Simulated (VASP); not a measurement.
## AlP: single point with PBEsol

**Measured values to compare with.**

A printed reference work, data compilation reports, for a bulk crystal of AlP at 4.2 K: band gap 2.505 eV (indirect).

Crystal: AlP.

```
Al P
1.0
     0.00000    2.75249    2.75249
     2.75249    0.00000    2.75249
     2.75249    2.75249    0.00000
Al P
1 1
Cartesian
  0.0000 0.0000 0.0000
  1.3762 1.3762 1.3762
```

```
Program                : VASP 6.6.1
Task                   : single point
Functional             : PBEsol
Potentials or basis    : VASP PAW PBE potentials, release 64 (Al, P)
Cutoff                 : 500 eV
k mesh                 : 6 × 6 × 6
Occupations            : fermi-dirac, width 0.01 eV
Spin                   : no spin polarisation
Dipole correction      : no
Further INCAR settings : ALGO = Normal; EDIFF = 1e-06; NBANDS = 11
```

```yaml
Pressure: -1.5 GPa
Band_gap_on_the_k_mesh: 1.48 eV, indirect (least direct gap 3.00 eV)
```

Levels at points of the mesh, in eV from the valence-band top:
```tsv
k point	band 1	band 2	band 3	band 4	band 5	band 6	band 7	band 8	band 9
(0.00, 0.00, 0.00)	-11.39	0.00	0.00	0.00	3.00	4.47	4.47	4.47	8.77
(0.50, 0.00, 0.00)	-9.75	-5.47	-0.75	-0.75	2.64	4.74	4.74	8.01	11.43
(0.50, 0.50, 0.00)	-9.10	-5.26	-2.08	-2.08	1.48	2.37	10.78	10.78	11.68
```

Run time: 14 s on 1 thread of Intel Xeon 8259CL, with other jobs on the host, peak memory 0.15 GiB.

Against the measured gap of AlP, 2.505 eV (indirect; 4.2 K; a printed reference work, data compilation), the calculated 1.48 eV is off by -1.02 eV. The value is that of PBEsol on a finite k mesh, which can miss the band edges, without temperature or zero-point motion. Semilocal functionals fall short of measured gaps as a rule.

Caveat: the PAW data sets were made with another functional, which shifts forces and pressure a little.
